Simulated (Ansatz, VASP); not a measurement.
**HfN: VASP beside Ansatz**

The input POSCAR:

```
HfN
1.0
    3.1339080000      0.0000000000      0.0000000000
   -1.5669540000      2.7140440000      0.0000000000
    0.0000000000      0.0000000000      5.4167680000
Hf N
2 2
Direct
    0.6666666667      0.3333333333      0.7500000000
    0.3333333333      0.6666666667      0.2500000000
    0.0000000000      0.0000000000      0.0000000000
    0.0000000000      0.0000000000      0.5000000000
```

Contents of INCAR.step1:

```
SYSTEM = HfN
ALGO     = Normal         ! electronic algorithm
EDIFF    = 1E-4           ! SCF threshold, eV
ENCUT    = 520            ! plane-wave cutoff, eV
GGA      = PE             ! functional
ISMEAR   = 0              ! smearing method
LASPH    = .TRUE.         ! aspherical terms in the spheres
LCHARG   = .FALSE.        ! write CHGCAR
LREAL    = .FALSE.        ! projectors in reciprocal space
LWAVE    = .TRUE.         ! write WAVECAR
NBANDS   = 23             ! bands
NELM     = 60             ! most SCF steps
PREC     = Accurate       ! precision mode
SIGMA    = 0.025          ! smearing width, eV
```

Contents of INCAR.step2:

```
SYSTEM = HfN
ALGO     = Normal         ! electronic algorithm
EDIFF    = 1E-7           ! SCF threshold, eV
ENCUT    = 520            ! plane-wave cutoff, eV
ISIF     = 2              ! what is computed and relaxed
ISMEAR   = 0              ! smearing method
ISTART   = 1            
LASPH    = .TRUE.         ! aspherical terms in the spheres
LCHARG   = .TRUE.         ! write CHGCAR
LELF     = .TRUE.         ! ELF
LMIXTAU  = .TRUE.       
LREAL    = .FALSE.        ! projectors in reciprocal space
LVHAR    = .TRUE.       
LWAVE    = .FALSE.        ! write WAVECAR
METAGGA  = R2SCAN         ! meta-GGA
NBANDS   = 23             ! bands
NELM     = 60             ! most SCF steps
PREC     = Accurate       ! precision mode
SIGMA    = 0.025          ! smearing width, eV
```

Contents of KPOINTS:

```
k-points
0
G
  8 8 4
  0 0 0
```

Input for Ansatz:

```yaml
crystal:
  lattice:
    - [3.133908, 0.0, 0.0]
    - [-1.566954, 2.714044, 0.0]
    - [0.0, 0.0, 5.416768]
  atoms:
    - { symbol: Hf, position: [0.6666666666666666, 0.3333333333333333, 0.75] }
    - { symbol: Hf, position: [0.3333333333333333, 0.6666666666666666, 0.25] }
    - { symbol: "N", position: [0.0, 0.0, 0.0] }
    - { symbol: "N", position: [0.0, 0.0, 0.5] }
basis:
  ecutwfc: 650.0
kpoints:
  mp_grid:
    grid: [8, 8, 4]
hamiltonian:
  xc: r2scan
scf:
  convergence:
    dr2_threshold: 1.0e-09
  occupations:
    method: gaussian
    width: 0.025
output:
  forces: true
  stress: true
```

The cell comes from a database or a generator and needn't be the stable form of this composition.

Alike in both runs: task single point; functional r2SCAN; k mesh 8 × 8 × 4; occupations gaussian, width 0.025 eV; no spin polarisation.

|  | VASP | Ansatz |
| --- | --- | --- |
| version | VASP 6.6.1 | Ansatz 0.2.0 |
| potentials or method | VASP PAW PBE potentials, release 64 (Hf_pv, N) | plane waves, PAW |
| plane-wave cutoff (eV) | 520 | 650 |
| valence electrons in the cell | 30 | 62 |

Ansatz gave:

| Quantity | Value |
| --- | --- |
| pressure (GPa) | 2.7 |
| largest component of the traceless stress (GPa) | 0.44 |

Which values does VASP return?

Pressure (GPa): 0.1; largest component of the traceless stress (GPa): 0.32.

The two sets of potentials don't hold the same shells in valence. Ansatz warned: «stress_scf_threshold_loose».

Caveats: the PAW data sets were made with another functional, which shifts forces and pressure a little (VASP). The runs have no spin-orbit coupling, so splittings on Hf are missing.
